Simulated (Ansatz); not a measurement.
Si, fcc: how the functional moves the structure

All rows: Ansatz, plane waves with scalar-relativistic PAW, 420 eV (500 eV for the SCAN forms), relaxed under each functional, no dispersion correction, no zero-point motion. B₀ comes from uniform scaling at fixed shape; a dash is a value not given.

| functional | V (Å³/atom) | cell | B₀ (GPa) | magnetic state | ΔE to diamond (meV/atom) |
| --- | --- | --- | --- | --- | --- |
| PBE | 14.44 | a = 3.866 Å | 85 | spin not included | 533 |
| r²SCAN | 13.73 | a = 3.801 Å | 86 | spin not included | 732 |
| PBEsol | 14.03 | a = 3.828 Å | 94 | spin not included | 403 |
| LDA | 13.88 | a = 3.815 Å | 93 | spin not included | 448 |
| revPBE | 14.57 | a = 3.877 Å | 84 | spin not included | 558 |
| RPBE | 14.62 | a = 3.882 Å | 83 | spin not included | 569 |
| BLYP | 16.60 | a = 4.050 Å | 51 | spin not included | 961 |

r²SCAN gives the smallest volume and BLYP the largest.
